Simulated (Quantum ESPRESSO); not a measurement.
## Nb in Quantum ESPRESSO: the effect of functional

Nb:

```xyz
1
Lattice="-1.6640 1.6640 1.6640 1.6640 -1.6640 1.6640 1.6640 1.6640 -1.6640" Properties=species:S:1:pos:R:3 pbc="T T T"
Nb    0.0000    0.0000    0.0000
```

Alike in all runs:

| Item | Value |
| --- | --- |
| Program | Quantum ESPRESSO 7.5 |
| Task | phonon dispersion |
| Cutoff | 612 eV |
| Density cutoff | 4898 eV |
| k mesh | 10 × 10 × 10 |
| Occupations | cold, width 0.2 eV |
| Spin | no spin polarisation |

Each run relaxes the cell or the atoms first.

Question: One run gave: relaxed volume 18.11 Å³/atom; highest phonon frequency 196 cm⁻¹. Which functional did it use?
A. LDA
B. PBEsol
C. PBE

Answer: C.

```tsv
functional	potentials or basis	relaxed volume (Å³/atom)	highest phonon frequency (cm⁻¹)
LDA	GBRV 1.5 LDA	17.02	210
PBE	GBRV 1.5 PBE	18.11	196
PBEsol	GBRV 1.5 PBEsol	17.44	205
```

Caveats: the mesh is thin for the phonons of a metal.

Not every run made on this cell is shown here.
